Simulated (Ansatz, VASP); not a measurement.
**One calculation of Cr, two programs**

```xyz
1
Lattice="-1.5140 1.5140 1.4420 1.5140 -1.5140 1.4420 1.5140 1.5140 -1.4420" Properties=species:S:1:pos:R:3 pbc="T T T"
Cr    0.0000    0.0000    0.0000
```

Change from the starting cell: strain +0.050 along x and y, +0.000 along z, atoms carried along.

Alike in both runs: task single point; functional PBEsol; k mesh 24 × 24 × 24; occupations gaussian, width 0.15 eV; no spin polarisation.

```csv
,VASP,Ansatz
version,VASP 6.6.1,Ansatz 0.2.0
potentials or method,"VASP PAW PBE potentials, release 64 (Cr_pv)","scalar-relativistic, plane waves, PAW"
plane-wave cutoff (eV),520,420
valence electrons in the cell,12,14
```

```csv
,VASP,Ansatz,Ansatz less VASP
gap on the k mesh at the Fermi level (eV),none,none,-
pressure (GPa),-33.3,-33.1,+0.18
largest component of the traceless stress (GPa),8.24,8.32,+0.074
```

A gap of «none» marks a metal or a gap that the smearing closes. The two sets of potentials don't hold the same shells in valence.

Caveats: the cell as given lies far from equilibrium; so large a pressure means that the cell lies far from this level's equilibrium, or that cutoff or potentials fall short (VASP); the potentials were made for another functional, which shifts forces and pressure (VASP); the run has no spin polarisation, though such a crystal can be magnetic. Spin polarisation is off, so any magnetic state and its effect on volume and gap are missing.
